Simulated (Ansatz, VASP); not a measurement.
Two plane-wave programs on AgCl

```
Ag Cl
1.0
     4.51974    0.00000    0.00000
    -2.25987    3.91421    0.00000
     0.00000    0.00000    6.05269
Ag Cl
2 2
Cartesian
  0.0000 2.6095 -0.2947
  2.2599 1.3047 2.7317
  0.0000 2.6095 2.5644
  2.2599 1.3047 5.5908
```

Change from the starting cell: uniaxial_z strain +5.8%.

Alike in both runs: task single point; functional r2SCAN; k mesh 6 × 6 × 4; no spin polarisation.

```csv
,VASP,Ansatz
version,VASP 6.6.1,Ansatz 0.2.0
potentials or method,"VASP PAW PBE potentials, release 64 (Ag, Cl)","plane waves, PAW"
plane-wave cutoff (eV),520,500
occupations,"gaussian, width 0.01 eV",fixed
valence electrons in the cell,36,52
```

Ansatz gave:

| Quantity | Value |
| --- | --- |
| gap on the k mesh at the Fermi level (eV) | 1.76 |
| pressure (GPa) | -1.5 |
| largest component of the traceless stress (GPa) | 0.13 |

**Question.** What did VASP give for the same quantities?

**Answer.** gap on the k mesh at the Fermi level (eV): 1.71; pressure (GPa): -1.6; largest component of the traceless stress (GPa): 0.09.

The two sets of potentials don't hold the same shells in valence.

Caveats: the PAW data sets were made with another functional, which shifts forces and pressure a little (VASP).
